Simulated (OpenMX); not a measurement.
Crystal: Al.

```
Al
1.0
     2.81246    0.00000    0.00000
    -1.40623    2.43566    0.00000
     0.00000    0.00000    4.86685
Al
2
Direct
  0.33333 0.66667 0.25000
  0.66667 0.33333 0.75000
```

This isn't the form of Al at room conditions, which is fcc.

Base run:

| Property | Result |
| --- | --- |
| Program | OpenMX 3.8.5 |
| Functional | PBE |
| Dispersion | D3(BJ) |
| Potentials or basis | OpenMX 2013 PBE set, Al7.0-s2p2d1, grid cutoff 300 Ry |
| k mesh | 9 × 9 × 5 |
| Occupations | fermi-dirac, width 0.05 eV |
| Spin | no spin polarisation |

Its results: band gap on the k mesh none (metal or under the smearing width); pressure -4.4 GPa.

Q: After a change of settings the same cell gave: band gap on the k mesh none (metal or under the smearing width); pressure -2.9 GPa. Which change was it?
A. dispersion from D3(BJ) to D4
B. dispersion from D3(BJ) to D3
C. dispersion from D3(BJ) to none

A: B.

Caveats: the basis of atomic orbitals isn't converged, which shifts pressures, moduli and gaps; pairwise dispersion overbinds metals, which lowers pressure and volume.
